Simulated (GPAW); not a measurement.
# GaP (F-43m) in GPAW: a series of runs

The runs below take GaP through relaxation of cell and atoms, with PBEsol.

Program: GPAW 26.7.0. These are calculated values, not measurements. Logs are shortened: lines on timing, memory, paths and dates and some standing lists are left out, and cuts for length are marked. The log counts tension as positive stress, the text compression.

### 1 The crystal as given

It takes space group F-43m (No. 216, cubic). Conventional cell: a = 5.451 Å, b = 5.451 Å, c = 5.451 Å, α = 90.00°, β = 90.00°, γ = 90.00°. Around Ga (site symmetry -43m) lie 4 P at 2.36 Å. P (site symmetry -43m) has 4 Ga at 2.36 Å as nearest neighbours.

### 2 Relaxation of cell and atoms, PBEsol, target pressure 10 GPa, at which the enthalpy is minimised

File run.py:

```python
from ase import Atoms
from ase.filters import FrechetCellFilter
from ase.io import write
from ase.optimize import BFGS
from ase.units import GPa
from gpaw import GPAW, PW, setup_paths

setup_paths.insert(0, '.')

atoms = Atoms(['Ga', 'P'],
              cell=[[0.0, 2.72525, 2.72525],
                    [2.72525, 0.0, 2.72525],
                    [2.72525, 2.72525, 0.0]],
              scaled_positions=[[0.0, 0.0, 0.0],
                                [0.75, 0.75, 0.75]],
              pbc=True)

calc = GPAW(mode=PW(600),
            xc='PBEsol',
            kpts={'size': (8, 8, 8), 'gamma': True},
            occupations={'name': 'fermi-dirac', 'width': 0.05},
            nbands=11,
            convergence={'density': 1e-05, 'forces': 0.0001},
            maxiter=150,
            txt='gpaw.txt')
atoms.calc = calc
opt = BFGS(FrechetCellFilter(atoms, scalar_pressure=10 * GPa), trajectory='relax.traj', logfile='-')
done = opt.run(fmax=0.02, steps=60)
calc.write('gs.gpw')
write('result.traj', atoms)
print('Converged:', done)
print('Cell:', atoms.cell.cellpar().round(4))
print('Volume:', round(atoms.get_volume(), 4))
print(atoms.get_scaled_positions().round(5))
```

Potentials or basis: PAW data sets generated in the run's folder for this functional, pw.

Command:

```
$ gpaw-setup -f PBEsol Ga P
$ OMP_NUM_THREADS=1 python run.py
```

gpaw.txt:

```text
__  _  _
 | _ |_)|_||  |
 |__||  | ||/\| - 26.7.0

Input parameters:
  mode=PW(ecut=600.0),
  convergence={'density': 1e-05, 'forces': 0.0001},
  kpts=MonkhorstPack(size=(8, 8, 8), gamma=True),
  maxiter=150,
  nbands=11,
  occupations=Occupations(name='fermi-dirac', width=0.05),
  xc=XC(name='PBEsol')

Diagonalizing LCAO Hamiltonian
Converting LCAO to pw mode

                    P

       Ga

Atoms  # Å, Bohr magnetons
|   | symbol |        x |        y |        z |    initial magnetic moments |
|---|--------|----------|----------|----------|-----------------------------|
| 0 |     Ga | 0.000000 | 0.000000 | 0.000000 | ( 0.0000,  0.0000,  0.0000) |
| 1 |      P | 4.087875 | 4.087875 | 4.087875 | ( 0.0000,  0.0000,  0.0000) |

Unit cell  # Å
| periodic |        x |        y |        z |  lengths |    angles |
|----------|----------|----------|----------|----------|-----------|
|      yes | 0.000000 | 2.725250 | 2.725250 | 3.854086 | 60.000000 |
|      yes | 2.725250 | 0.000000 | 2.725250 | 3.854086 | 60.000000 |
|      yes | 2.725250 | 2.725250 | 0.000000 | 3.854086 | 60.000000 |

Number of symmetries: 24
Symmetry operations  # r_c * U_cc + t_c -> r_c
|    | kind |            matrix            |
|----|------|------------------------------|
|  0 |  E   |  1, 0, 0,  0, 1, 0,  0, 0, 1 |
|  1 |  σ   |  1, 0, 0,  0, 0, 1,  0, 1, 0 |
|  2 |  σ   |  1, 0,-1,  0, 1,-1,  0, 0,-1 |
|  3 |  C3  |  1, 0,-1,  0, 0,-1,  0, 1,-1 |
|  4 |  C3  |  1,-1, 0,  0,-1, 1,  0,-1, 0 |
|  5 |  σ   |  1,-1, 0,  0,-1, 0,  0,-1, 1 |
|  6 |  σ   |  0, 1, 0,  1, 0, 0,  0, 0, 1 |
|  7 |  C3  |  0, 1, 0,  0, 0, 1,  1, 0, 0 |
|  8 |  C2  |  0, 1,-1,  1, 0,-1,  0, 0,-1 |
|  9 |  S4  |  0, 1,-1,  0, 0,-1,  1, 0,-1 |
| 10 |  C3  |  0, 0, 1,  1, 0, 0,  0, 1, 0 |
| 11 |  σ   |  0, 0, 1,  0, 1, 0,  1, 0, 0 |
| 12 |  S4  |  0, 0,-1,  1, 0,-1,  0, 1,-1 |
| 13 |  C3  |  0, 0,-1,  0, 1,-1,  1, 0,-1 |
| 14 |  S4  |  0,-1, 1,  1,-1, 0,  0,-1, 0 |
| 15 |  C2  |  0,-1, 1,  0,-1, 0,  1,-1, 0 |
| 16 |  C3  |  0,-1, 0,  1,-1, 0,  0,-1, 1 |
| 17 |  S4  |  0,-1, 0,  0,-1, 1,  1,-1, 0 |
| 18 |  S4  | -1, 1, 0, -1, 0, 1, -1, 0, 0 |
| 19 |  C3  | -1, 1, 0, -1, 0, 0, -1, 0, 1 |
| 20 |  C3  | -1, 0, 1, -1, 1, 0, -1, 0, 0 |
| 21 |  S4  | -1, 0, 1, -1, 0, 0, -1, 1, 0 |
[... 182 lines left out ...]
Gap: 1.527 eV
Transition (v -> c):
  (s=0, k=0, n=3, [0.00, 0.00, 0.00]) -> (s=0, k=24, n=4, [0.50, 0.50, 0.00])
Direct/indirect transitions are different
Direct gap: 1.813 eV
Transition at: (s=0, k=0, n=3, [0.00, 0.00, 0.00])

Stress tensor  # eV/Ang^3
|         x |         y |         z |
|-----------|-----------|-----------|
| -0.009639 |  0.000000 |  0.000000 |
|  0.000000 | -0.009639 |  0.000000 |
|  0.000000 |  0.000000 | -0.009639 |

Forces  # eV/Ang
|        x |        y |        z |
|----------|----------|----------|
|  0.00000 |  0.00000 |  0.00000 |  # Ga   0
| -0.00000 | -0.00000 | -0.00000 |  # P    1

Interpolating wave functions to new cell

                    P

       Ga

Atoms  # Å, Bohr magnetons
|   | symbol |         x |        y |        z |    initial magnetic moments |
|---|--------|-----------|----------|----------|-----------------------------|
| 0 |     Ga | -0.000000 | 0.000000 | 0.000000 | ( 0.0000,  0.0000,  0.0000) |
| 1 |      P |  4.056803 | 4.056803 | 4.056803 | ( 0.0000,  0.0000,  0.0000) |

Unit cell  # Å
| periodic |         x |         y |         z |  lengths |    angles |
|----------|-----------|-----------|-----------|----------|-----------|
|      yes | -0.000000 |  2.704535 |  2.704535 | 3.824791 | 60.000000 |
|      yes |  2.704535 | -0.000000 |  2.704535 | 3.824791 | 60.000000 |
|      yes |  2.704535 |  2.704535 | -0.000000 | 3.824791 | 60.000000 |

Number of symmetries: 24
Symmetry operations  # r_c * U_cc + t_c -> r_c
|    | kind |            matrix            |
|----|------|------------------------------|
|  0 |  E   |  1, 0, 0,  0, 1, 0,  0, 0, 1 |
|  1 |  σ   |  1, 0, 0,  0, 0, 1,  0, 1, 0 |
|  2 |  σ   |  1, 0,-1,  0, 1,-1,  0, 0,-1 |
|  3 |  C3  |  1, 0,-1,  0, 0,-1,  0, 1,-1 |
|  4 |  C3  |  1,-1, 0,  0,-1, 1,  0,-1, 0 |
|  5 |  σ   |  1,-1, 0,  0,-1, 0,  0,-1, 1 |
|  6 |  σ   |  0, 1, 0,  1, 0, 0,  0, 0, 1 |
|  7 |  C3  |  0, 1, 0,  0, 0, 1,  1, 0, 0 |
|  8 |  C2  |  0, 1,-1,  1, 0,-1,  0, 0,-1 |
|  9 |  S4  |  0, 1,-1,  0, 0,-1,  1, 0,-1 |
| 10 |  C3  |  0, 0, 1,  1, 0, 0,  0, 1, 0 |
| 11 |  σ   |  0, 0, 1,  0, 1, 0,  1, 0, 0 |
| 12 |  S4  |  0, 0,-1,  1, 0,-1,  0, 1,-1 |
| 13 |  C3  |  0, 0,-1,  0, 1,-1,  1, 0,-1 |
| 14 |  S4  |  0,-1, 1,  1,-1, 0,  0,-1, 0 |
| 15 |  C2  |  0,-1, 1,  0,-1, 0,  1,-1, 0 |
| 16 |  C3  |  0,-1, 0,  1,-1, 0,  0,-1, 1 |
| 17 |  S4  |  0,-1, 0,  0,-1, 1,  1,-1, 0 |
| 18 |  S4  | -1, 1, 0, -1, 0, 1, -1, 0, 0 |
| 19 |  C3  | -1, 1, 0, -1, 0, 0, -1, 0, 1 |
| 20 |  C3  | -1, 0, 1, -1, 1, 0, -1, 0, 0 |
| 21 |  S4  | -1, 0, 1, -1, 0, 0, -1, 1, 0 |
[... 181 lines left out ...]
Gap: 1.479 eV
Transition (v -> c):
  (s=0, k=0, n=3, [0.00, 0.00, 0.00]) -> (s=0, k=24, n=4, [0.50, 0.50, 0.00])
Direct/indirect transitions are different
Direct gap: 2.005 eV
Transition at: (s=0, k=0, n=3, [0.00, 0.00, 0.00])

Stress tensor  # eV/Ang^3
|         x |         y |         z |
|-----------|-----------|-----------|
| -0.023817 | -0.000000 |  0.000000 |
| -0.000000 | -0.023817 |  0.000000 |
|  0.000000 |  0.000000 | -0.023817 |

Forces  # eV/Ang
|        x |        y |       z |
|----------|----------|---------|
| -0.00000 | -0.00000 | 0.00000 |  # Ga   0
|  0.00000 | -0.00000 | 0.00000 |  # P    1

Interpolating wave functions to new cell

                    P

       Ga

Atoms  # Å, Bohr magnetons
|   | symbol |         x |         y |        z |    initial magnetic moments |
|---|--------|-----------|-----------|----------|-----------------------------|
| 0 |     Ga | -0.000000 | -0.000000 | 0.000000 | ( 0.0000,  0.0000,  0.0000) |
| 1 |      P |  3.979960 |  3.979960 | 3.979960 | ( 0.0000,  0.0000,  0.0000) |

Unit cell  # Å
| periodic |         x |         y |         z |  lengths |    angles |
|----------|-----------|-----------|-----------|----------|-----------|
|      yes | -0.000000 |  2.653307 |  2.653307 | 3.752342 | 60.000000 |
|      yes |  2.653307 | -0.000000 |  2.653307 | 3.752342 | 60.000000 |
|      yes |  2.653307 |  2.653307 | -0.000000 | 3.752342 | 60.000000 |

Number of symmetries: 24
Symmetry operations  # r_c * U_cc + t_c -> r_c
|    | kind |            matrix            |
|----|------|------------------------------|
|  0 |  E   |  1, 0, 0,  0, 1, 0,  0, 0, 1 |
|  1 |  σ   |  1, 0, 0,  0, 0, 1,  0, 1, 0 |
|  2 |  σ   |  1, 0,-1,  0, 1,-1,  0, 0,-1 |
|  3 |  C3  |  1, 0,-1,  0, 0,-1,  0, 1,-1 |
|  4 |  C3  |  1,-1, 0,  0,-1, 1,  0,-1, 0 |
|  5 |  σ   |  1,-1, 0,  0,-1, 0,  0,-1, 1 |
|  6 |  σ   |  0, 1, 0,  1, 0, 0,  0, 0, 1 |
|  7 |  C3  |  0, 1, 0,  0, 0, 1,  1, 0, 0 |
|  8 |  C2  |  0, 1,-1,  1, 0,-1,  0, 0,-1 |
|  9 |  S4  |  0, 1,-1,  0, 0,-1,  1, 0,-1 |
| 10 |  C3  |  0, 0, 1,  1, 0, 0,  0, 1, 0 |
| 11 |  σ   |  0, 0, 1,  0, 1, 0,  1, 0, 0 |
| 12 |  S4  |  0, 0,-1,  1, 0,-1,  0, 1,-1 |
| 13 |  C3  |  0, 0,-1,  0, 1,-1,  1, 0,-1 |
| 14 |  S4  |  0,-1, 1,  1,-1, 0,  0,-1, 0 |
| 15 |  C2  |  0,-1, 1,  0,-1, 0,  1,-1, 0 |
| 16 |  C3  |  0,-1, 0,  1,-1, 0,  0,-1, 1 |
| 17 |  S4  |  0,-1, 0,  0,-1, 1,  1,-1, 0 |
| 18 |  S4  | -1, 1, 0, -1, 0, 1, -1, 0, 0 |
| 19 |  C3  | -1, 1, 0, -1, 0, 0, -1, 0, 1 |
| 20 |  C3  | -1, 0, 1, -1, 1, 0, -1, 0, 0 |
| 21 |  S4  | -1, 0, 1, -1, 0, 0, -1, 1, 0 |
[... 182 lines left out ...]
Gap: 1.349 eV
Transition (v -> c):
  (s=0, k=0, n=3, [0.00, 0.00, 0.00]) -> (s=0, k=24, n=4, [0.50, 0.50, 0.00])
Direct/indirect transitions are different
Direct gap: 2.492 eV
Transition at: (s=0, k=0, n=3, [0.00, 0.00, 0.00])

Stress tensor  # eV/Ang^3
|         x |         y |         z |
|-----------|-----------|-----------|
| -0.066099 | -0.000000 | -0.000000 |
| -0.000000 | -0.066099 | -0.000000 |
| -0.000000 | -0.000000 | -0.066099 |

Forces  # eV/Ang
|        x |        y |        z |
|----------|----------|----------|
| -0.00000 |  0.00000 |  0.00000 |  # Ga   0
|  0.00000 | -0.00000 | -0.00000 |  # P    1

Interpolating wave functions to new cell

                    P

       Ga

Atoms  # Å, Bohr magnetons
|   | symbol |         x |         y |        z |    initial magnetic moments |
|---|--------|-----------|-----------|----------|-----------------------------|
| 0 |     Ga | -0.000000 | -0.000000 | 0.000000 | ( 0.0000,  0.0000,  0.0000) |
| 1 |      P |  3.986258 |  3.986258 | 3.986258 | ( 0.0000,  0.0000,  0.0000) |

Unit cell  # Å
| periodic |         x |         y |        z |  lengths |    angles |
|----------|-----------|-----------|----------|----------|-----------|
|      yes | -0.000000 |  2.657505 | 2.657505 | 3.758280 | 60.000000 |
|      yes |  2.657505 | -0.000000 | 2.657505 | 3.758280 | 60.000000 |
|      yes |  2.657505 |  2.657505 | 0.000000 | 3.758280 | 60.000000 |

Number of symmetries: 24
Symmetry operations  # r_c * U_cc + t_c -> r_c
|    | kind |            matrix            |
|----|------|------------------------------|
|  0 |  E   |  1, 0, 0,  0, 1, 0,  0, 0, 1 |
|  1 |  σ   |  1, 0, 0,  0, 0, 1,  0, 1, 0 |
|  2 |  σ   |  1, 0,-1,  0, 1,-1,  0, 0,-1 |
|  3 |  C3  |  1, 0,-1,  0, 0,-1,  0, 1,-1 |
|  4 |  C3  |  1,-1, 0,  0,-1, 1,  0,-1, 0 |
|  5 |  σ   |  1,-1, 0,  0,-1, 0,  0,-1, 1 |
|  6 |  σ   |  0, 1, 0,  1, 0, 0,  0, 0, 1 |
|  7 |  C3  |  0, 1, 0,  0, 0, 1,  1, 0, 0 |
|  8 |  C2  |  0, 1,-1,  1, 0,-1,  0, 0,-1 |
|  9 |  S4  |  0, 1,-1,  0, 0,-1,  1, 0,-1 |
| 10 |  C3  |  0, 0, 1,  1, 0, 0,  0, 1, 0 |
| 11 |  σ   |  0, 0, 1,  0, 1, 0,  1, 0, 0 |
| 12 |  S4  |  0, 0,-1,  1, 0,-1,  0, 1,-1 |
| 13 |  C3  |  0, 0,-1,  0, 1,-1,  1, 0,-1 |
| 14 |  S4  |  0,-1, 1,  1,-1, 0,  0,-1, 0 |
| 15 |  C2  |  0,-1, 1,  0,-1, 0,  1,-1, 0 |
| 16 |  C3  |  0,-1, 0,  1,-1, 0,  0,-1, 1 |
| 17 |  S4  |  0,-1, 0,  0,-1, 1,  1,-1, 0 |
| 18 |  S4  | -1, 1, 0, -1, 0, 1, -1, 0, 0 |
| 19 |  C3  | -1, 1, 0, -1, 0, 0, -1, 0, 1 |
| 20 |  C3  | -1, 0, 1, -1, 1, 0, -1, 0, 0 |
| 21 |  S4  | -1, 0, 1, -1, 0, 0, -1, 1, 0 |
[... 180 lines left out ...]
Gap: 1.360 eV
Transition (v -> c):
  (s=0, k=0, n=3, [0.00, 0.00, 0.00]) -> (s=0, k=24, n=4, [0.50, 0.50, 0.00])
Direct/indirect transitions are different
Direct gap: 2.451 eV
Transition at: (s=0, k=0, n=3, [0.00, 0.00, 0.00])

Stress tensor  # eV/Ang^3
|         x |         y |         z |
|-----------|-----------|-----------|
| -0.062210 |  0.000000 |  0.000000 |
|  0.000000 | -0.062210 | -0.000000 |
|  0.000000 | -0.000000 | -0.062210 |

Forces  # eV/Ang
|        x |       y |        z |
|----------|---------|----------|
| -0.00000 | 0.00000 | -0.00000 |  # Ga   0
|  0.00000 | 0.00000 | -0.00000 |  # P    1

# Writing to gs.gpw (mode='')
```

Wall time 40 s (1 thread of Arm Neoverse V1, shared host); peak memory 0.18 GiB.

Results:

```
Free energy                                            : -9.7234 eV
Relaxed volume                                         : 18.77 Å³/atom
Relaxed cell                                           : a = 3.758 Å, b = 3.758 Å, c = 3.758 Å, α = 60.00°, β = 60.00°, γ = 60.00°
Space group after relaxing (to 0.05 Å)                 : F-43m (No. 216)
Energy change on relaxing (the enthalpy is what falls) : +50.5 meV/atom
Ionic steps                                            : 4
Pressure after relaxing                                : 10.0 GPa
Band gap on the k mesh                                 : 1.36 eV, indirect (least direct gap 2.45 eV)
```

Step by step:
```tsv
step	energy change (eV)	largest force (eV/Å)	pressure (GPa)	volume (Å³)
1	0.0000	0.0000	1.54	40.48
2	0.0153	0.0000	3.82	39.56
3	0.1124	0.0000	10.59	37.36
4	0.1010	0.0000	9.97	37.54
```

Final structure:
```cif
data_structure
_symmetry_space_group_name_H-M 'P 1'
_symmetry_Int_Tables_number 1
_cell_length_a 3.7583
_cell_length_b 3.7583
_cell_length_c 3.7583
_cell_angle_alpha 60.000
_cell_angle_beta 60.000
_cell_angle_gamma 60.000
_cell_volume 37.54
loop_
_atom_site_label
_atom_site_type_symbol
_atom_site_fract_x
_atom_site_fract_y
_atom_site_fract_z
_atom_site_occupancy
Ga1 Ga 0.00000 0.00000 0.00000 1
P1 P 0.75000 0.75000 0.75000 1
```

Caveat: the data sets keep Ga 3d, Li 1s and Be 1s frozen, and some such compounds lay over 1.5 % in volume off other programs; later steps reuse the first step's grids.

### 3 Relaxation of cell and atoms, PBEsol, target pressure 20 GPa, at which the enthalpy is minimised

Edit run.py of step 2 so:

```diff
@@ -26,3 +26,3 @@
 atoms.calc = calc
-opt = BFGS(FrechetCellFilter(atoms, scalar_pressure=10 * GPa), trajectory='relax.traj', logfile='-')
+opt = BFGS(FrechetCellFilter(atoms, scalar_pressure=20 * GPa), trajectory='relax.traj', logfile='-')
 done = opt.run(fmax=0.02, steps=60)
```

Potentials or basis: PAW data sets generated in the run's folder for this functional, pw.

Command:

```
$ gpaw-setup -f PBEsol Ga P
$ OMP_NUM_THREADS=1 python run.py
```

Wall time 47 s (1 thread of Arm Neoverse V1, shared host); peak memory 0.18 GiB.

Results (log left out):

```yaml
Free_energy: -9.4989 eV
Relaxed_volume: 17.55 Å³/atom
Relaxed_cell: a = 3.675 Å, b = 3.675 Å, c = 3.675 Å, α = 60.00°, β = 60.00°, γ = 60.00°
Space_group_after_relaxing_to_0.05_Å: F-43m (No. 216)
Energy_change_on_relaxing_the_enthalpy_is_what_falls: +162.7 meV/atom
Ionic_steps: 5
Pressure_after_relaxing: 20.0 GPa
Band_gap_on_the_k_mesh: 1.19 eV, indirect (least direct gap 3.03 eV)
```

The path:
```tsv
step	energy change (eV)	largest force (eV/Å)	pressure (GPa)	volume (Å³)
1	0.0000	0.0000	1.54	40.48
2	0.0502	0.0000	6.81	38.51
3	0.3865	0.0000	22.30	34.63
4	0.3206	0.0000	19.81	35.13
5	0.3255	0.0000	20.00	35.09
```

Final structure:
```yaml
crystal:
  lattice:
    - [0.00000, 2.59857, 2.59857]
    - [2.59857, 0.00000, 2.59857]
    - [2.59857, 2.59857, 0.00000]
  atoms:
    - { symbol: Ga, position: [0.00000, 0.00000, 0.00000] }
    - { symbol: P, position: [0.75000, 0.75000, 0.75000] }
```

Levels at points of the mesh, in eV from the valence-band top:
```csv
k point,band 2,band 3,band 4,band 5,band 6,band 7
"(0.00, 0.00, 0.00)",0.00,0.00,0.00,3.03,3.80,3.80
"(0.50, 0.50, 0.00)",-7.51,-3.24,-3.24,1.19,1.55,11.65
"(0.50, 0.50, 0.50)",-7.56,-1.35,-1.35,2.09,4.61,4.61
```

Caveat: the data sets keep Ga 3d, Li 1s and Be 1s frozen, and some such compounds lay over 1.5 % in volume off other programs; later steps reuse the first step's grids.

(Part 1 of 2 ends here.)
